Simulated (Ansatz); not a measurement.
# KBr, one cell by several methods

```xyz
2
Lattice="0.0000 3.2925 3.2925 3.2925 0.0000 3.2925 3.2925 3.2925 0.0000" Properties=species:S:1:pos:R:3 pbc="T T T"
K     0.0000    0.0000    0.0000
Br    3.2925    3.2925    3.2925
```

Atoms are numbered in the order listed.

The cell is COD entry 1010046, as deposited and not checked against the literature; nothing was relaxed. It is an old determination, and later ones may differ.

Methods: DFT, LDA, PAW with Ansatz's default frozen-core files, scalar-relativistic (Ansatz 0.2.0); DFT, LDA, all-electron LAPW, scalar-relativistic (Ansatz 0.2.0).

For PAW: a Γ-centred 7×7×7 k mesh, Fermi–Dirac smearing of 0.01 eV, cutoff 420 eV, no spin polarisation; the PAW files were made with PBE, and the program remakes their frozen cores for this functional. LAPW targets a basis error of 0.25 meV/atom. The Ansatz runs share mesh, smearing and spin set-up. Plane-wave (PAW) pressures include the program's estimate of the Pulay term.

Stress and pressure are positive in compression.

Levels count from the top of the valence band.

PAW results:

```
                      quantity     PAW
                pressure (GPa)   -1.56
                 band gap (eV)   4.048
highest filled level at Γ (eV)   0.000
  lowest empty level at Γ (eV)   4.048
highest filled level at U (eV)  -0.350
  lowest empty level at U (eV)   6.295
highest filled level at X (eV)  -0.300
  lowest empty level at X (eV)   5.557
```

Question: What does all-electron LAPW give for the same quantities?

Answer: 
| quantity | LAPW |
| --- | --- |
| pressure (GPa) | -1.56 |
| band gap (eV) | 4.048 |
| highest filled level at Γ (eV) | 0.000 |
| lowest empty level at Γ (eV) | 4.048 |
| highest filled level at U (eV) | -0.350 |
| lowest empty level at U (eV) | 6.295 |
| highest filled level at X (eV) | -0.300 |
| lowest empty level at X (eV) | 5.558 |
